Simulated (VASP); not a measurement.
Runs of VASP 6.6.1 on Sr. The structure is cubic, space group Fm-3m (No. 225). Conventional cell: a = 6.085 Å, b = 6.085 Å, c = 6.085 Å, α = 90.00°, β = 90.00°, γ = 90.00°. Sr (site symmetry m-3m) is surrounded by 12 Sr at 4.30 Å. 

```tsv
task	level	potentials or basis	spin	cell	k mesh	cutoff (eV)	smearing	other keys	gap on the mesh (eV)	pressure (GPa)
single point	RPBE	VASP PAW PBE potentials, release 64 (Sr_sv_GW)	off	as given	8 × 8 × 8	550	gaussian 0.02 eV	-	none	0.3
single point	optPBE-vdW	VASP PAW PBE potentials, release 64 (Sr_sv_GW)	off	cell strained at random at fixed volume	8 × 8 × 8	600	fermi-dirac 0.1 eV	-	none	-0.5
relaxation of cell and atoms	PW91	VASP PAW PBE potentials, release 64 (Sr_sv_GW)	off	relaxed	8 × 8 × 8	630	methfessel-paxton 0.1 eV	-	none	-0.1
density of states	vdW-DF	VASP PAW PBE potentials, release 64 (Sr_sv)	off	as given	8 × 8 × 8	500	gaussian 0.05 eV	-	none	(a)
```

Problem. Fill in the values left out.

Solution. (a) -0.2.

Caveats: the PAW data sets were made with another functional, which shifts forces and pressure a little.

A k mesh can miss the band edges, and the runs leave out spin-orbit coupling on Sr.

A gap of «none» marks a metal or a gap under the smearing width.
